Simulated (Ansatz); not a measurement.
## Aluminium (bcc) across density functionals

All rows: Ansatz, plane waves with scalar-relativistic PAW, 420 eV (500 eV for the SCAN forms), relaxed under each functional, no dispersion correction, no zero-point motion. B₀ comes from uniform scaling at fixed shape; a dash is a value not given.

```csv
functional,V (Å³/atom),cell,B₀ (GPa),magnetic state,ΔE to fcc (meV/atom)
PBE,16.97,a = 3.238 Å,68,spin not included,96
r²SCAN,16.24,a = 3.191 Å,82,spin not included,114
PBEsol,16.60,a = 3.214 Å,73,spin not included,99
LDA,16.24,a = 3.190 Å,73,spin not included,101
revPBE,17.20,a = 3.252 Å,67,spin not included,96
BLYP,18.19,a = 3.313 Å,47,spin not included,84
```

What does RPBE give?

V (Å³/atom): 17.27; cell: a = 3.257 Å; B₀ (GPa): 67; magnetic state: spin not included; ΔE to fcc (meV/atom): 96.
